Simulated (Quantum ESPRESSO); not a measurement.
Nb, a slab with vacuum:

```xyz
6
Lattice="2.9911 0.0000 0.0000 0.0000 2.9911 0.0000 0.0000 0.0000 25.5750" Properties=species:S:1:pos:R:3 pbc="T T T"
Nb    1.4955    1.4955    7.5000
Nb    0.0000    0.0000    9.6150
Nb    1.4955    1.4955   11.7300
Nb    0.0000    0.0000   13.8450
Nb    1.4955    1.4955   15.9600
Nb    0.0000    0.0000   18.0750
```

The slab is cut from a database's or a generator's crystal, which needn't be the stable form of the element.

A sound run:

* Program: Quantum ESPRESSO 7.5
* Task: work function
* Functional: PBE
* Potentials or basis: PseudoDojo 0.4.1 SR PBE standard
* Cutoff: 1116 eV
* Density cutoff: 4463 eV
* k mesh: 9 × 9 × 1
* Occupations: fermi-dirac, width 0.05 eV
* Spin: no spin polarisation

It gives largest force 0.639 eV/Å; band gap on the k mesh none (metal or under the smearing width).

Q: What do these careless settings give instead: cutoff 667 eV in place of 1116 eV; density cutoff 2680 eV in place of 4463 eV?

A: Largest force 0.631 eV/Å; band gap on the k mesh none (metal or under the smearing width). The run converged, but these numbers show the error of the settings and aren't properties of the slab.
